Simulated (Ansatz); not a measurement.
BaTiO3 from BaO and TiO2, a reaction energy

Computed with the Ansatz DFT code, driven from Python.

Script `batio3_reaction.py`:
```python
"""Reaction energy of BaTiO3 from BaO and TiO2, at the given cells."""

from collections import Counter
from dataclasses import dataclass
import logging
import sys

import ansatz as az
import numpy as np
from pymatgen.analysis.reaction_calculator import ComputedReaction
from pymatgen.entries.computed_entries import ComputedEntry

logging.basicConfig(stream=sys.stdout, format="%(levelname)s:%(name)s:%(message)s")
log = logging.getLogger("calc")
log.setLevel(logging.INFO)


@dataclass(frozen=True)
class RunConfig:
    cutoff: int = 510
    k_spacing: float = 0.3
    filling: str = "fixed"


opts = RunConfig()

PHASES = {
    "BaTiO3 Pm-3m": (
        [(4.006, 0.0, 0.0), (0.0, 4.006, 0.0), (0.0, 0.0, 4.006)],
        [
            ("Ba", (0.5, 0.5, 0.5)),
            ("Ti", (0.0, 0.0, 0.0)),
            ("O", (0.5, 0.0, 0.0)),
            ("O", (0.0, 0.5, 0.0)),
            ("O", (0.0, 0.0, 0.5)),
        ],
    ),
    "BaO Fm-3m": (
        [(0.0, 2.75, 2.75), (2.75, 0.0, 2.75), (2.75, 2.75, 0.0)],
        [
            ("Ba", (0.0, 0.0, 0.0)),
            ("O", (0.5, 0.5, 0.5)),
        ],
    ),
    "TiO2 P3_121": (
        [(5.291, 0.0, 0.0), (-2.6455, 4.58214, 0.0), (0.0, 0.0, 6.133)],
        [
            ("Ti", (0.453, 0.0, 1 / 3)),
            ("Ti", (0.0, 0.453, 2 / 3)),
            ("Ti", (0.547, 0.547, 0.0)),
            ("O", (0.408, 0.303, 0.215)),
            ("O", (0.697, 0.105, 0.54833)),
            ("O", (0.895, 0.592, 0.88167)),
            ("O", (0.303, 0.408, 0.785)),
            ("O", (0.105, 0.697, 0.45167)),
            ("O", (0.592, 0.895, 0.11833)),
        ],
    ),
}


def build(vectors, sites):
    crystal = az.Crystal(lattice=az.Lattice.of(vectors))
    for symbol, position in sites:
        crystal = crystal.atom(symbol, position)
    return crystal


def ground_state(name, crystal):
    calc = (
        crystal.calculation()
        .basis(opts.cutoff)  # cutoff of the orbital basis
        .functional(az.Functional.PBESOL)
        .kpoints(spacing=opts.k_spacing)  # the mesh must be finer for metals
        .occupations(opts.filling)  # no smearing
        .stress()  # GPa
    )
    return calc.run(threads=1)


def counts(outcome):
    return Counter(site.symbol for site in outcome.lattice.sites)


def volume_per_atom(outcome):
    return abs(np.linalg.det(outcome.lattice.cell_ang)) / len(outcome.lattice.sites)


def main() -> None:
    phases = {name: build(*cell) for name, cell in PHASES.items()}

    done = {name: ground_state(name, crystal) for name, crystal in phases.items()}

    entry = {name: ComputedEntry(dict(counts(o)), o.report["energy_sigma0_ev"]) for name, o in done.items()}
    reaction = ComputedReaction([entry["BaO Fm-3m"], entry["TiO2 P3_121"]], [entry["BaTiO3 Pm-3m"]])
    reaction.normalize_to(entry["BaTiO3 Pm-3m"].composition.reduced_composition)
    print(reaction)
    print("energy per formula unit of the product:", round(reaction.calculated_reaction_energy, 4), "eV")
    for name, o in done.items():
        log.info(f"  {name:18s} {volume_per_atom(o):7.3f} A^3/atom")


if __name__ == "__main__":
    main()
```

```console
$ python batio3_reaction.py
DeckWarning: the atoms were moved onto the symmetric positions of the space group found under crystal.symmetry.tolerance 1.0e-5 (fractional; no operation is sought that the atoms, as they stand in a round, miss by more than twice it, and no atom is moved by as much as it), and the run uses the moved positions. Before [...]
BaO + TiO2 -> BaTiO3
energy per formula unit of the product: -2.0515 eV
INFO:calc:  BaTiO3 Pm-3m        12.858 A^3/atom
INFO:calc:  BaO Fm-3m           20.797 A^3/atom
INFO:calc:  TiO2 P3_121         16.521 A^3/atom
```
(Warnings from the package without file and line, shortened.)

What to keep in mind:
- The run is spin-unpolarised.
- This is a high-temperature or high-pressure form, not the ambient phase.
- The cells come from databases of deposited and of computed structures, and not all need be stable phases.
- The reactants and the product are the structures named, not necessarily the lowest of each compound, so sign and change of volume hang on that choice. A semilocal functional's error on such energies is often 0.05 to 0.1 eV an atom, and 0.1 to 0.3 eV against gases such as O2 or F2.
- Finished in 17 s on 1 thread of Arm Neoverse V1 (shared host), peak memory 0.61 GiB.
